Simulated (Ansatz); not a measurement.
HfN, DFT, PBEsol, all-electron LAPW, scalar-relativistic (Ansatz 0.2.0), run on 1 thread of Arm Neoverse V2 on a shared host.

The geometry is COD entry 1539063, unchecked; take it as a test cell. The listed cell was then made from it by scaling, straining or moving an atom.

Command: `ansatz run input.yaml --threads 1 --pin off --max-ram 3072MiB --backend cpu --events-out ev --progress --plain --runs-dir out`

```yaml
crystal:
  lattice:
    - [0.0, 2.2438384694, 2.2438384694]
    - [2.2438384694, 0.0, 2.2438384694]
    - [2.2438384694, 2.2438384694, 0.0]
  atoms:
    - { symbol: Hf, position: [0.0, 0.0, 0.0] }
    - { symbol: "N", position: [0.5, 0.5, 0.5] }
kpoints:
  mp_grid: { grid: [10, 10, 10] }
  band_path:
    path:
      - [0.0, 0.0, 0.0]
      - [0.5, 0.0, 0.5]
      - [0.625, 0.25, 0.625]
      - [0.375, 0.375, 0.75]
      - [0.0, 0.0, 0.0]
      - [0.5, 0.5, 0.5]
      - [0.5, 0.25, 0.75]
      - [0.5, 0.0, 0.5]
    npoints: 5
scf:
  occupations: { method: fermi_dirac, width: 0.01 }
hamiltonian:
  xc: pbesol
  pseudopotentials: { kind: all_electron, lapw: { basis_error: 0.0005 } }
output:
  forces: true
  stress: true
  eigenvalues: true
```

Problem. How large is the problem that the program sets up?

Solution. 47 irreducible k-points, 339 plane waves at Γ, 30 bands.

Problem. About how long does it take, and how much memory does it use?

Solution. 17 s of wall time for 8 SCF iterations, with a peak of 0.36 GiB. Times on shared machines scatter by tens of per cent.
